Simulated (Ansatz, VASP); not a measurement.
**IrO2 in VASP and in Ansatz**

```
Ir O
1.0
     4.45395    0.00000    0.00000
     0.00000    4.45395    0.00000
     0.00000    0.00000    3.15628
Ir O
2 4
Direct
  0.00000 0.00000 0.00000
  0.50000 0.50000 0.50000
  0.30877 0.30877 0.00000
  0.19123 0.80877 0.50000
  0.69123 0.69123 0.00000
  0.80877 0.19123 0.50000
```

Alike in both runs: functional PBE; k mesh 6 × 6 × 10; occupations gaussian, width 0.05 eV; no spin polarisation.

Ansatz relaxed the structure, and its values are those at the end. VASP's run is a single point on that final structure, the one shown.

```csv
,VASP,Ansatz
version,VASP 6.6.1,Ansatz 0.2.0
potentials or method,"VASP PAW PBE potentials, release 64 (Ir, O)","scalar-relativistic, plane waves, PAW"
plane-wave cutoff (eV),520,420
valence electrons in the cell,42,58
```

VASP gave:

- gap on the k mesh at the Fermi level (eV): none
- pressure (GPa): 14.6
- rms of the force components (eV/Å): 0.003

Task: Estimate Ansatz's values.

Result: gap on the k mesh at the Fermi level (eV): none; pressure (GPa): 11.8; rms of the force components (eV/Å): 0.003.

A gap of «none» marks a metal or a gap that the smearing closes. With one functional, cell and mesh, what is left measures potentials, basis and numerics. The two sets of potentials don't hold the same shells in valence.

Spin-orbit coupling is left out, which matters for the levels of Ir.
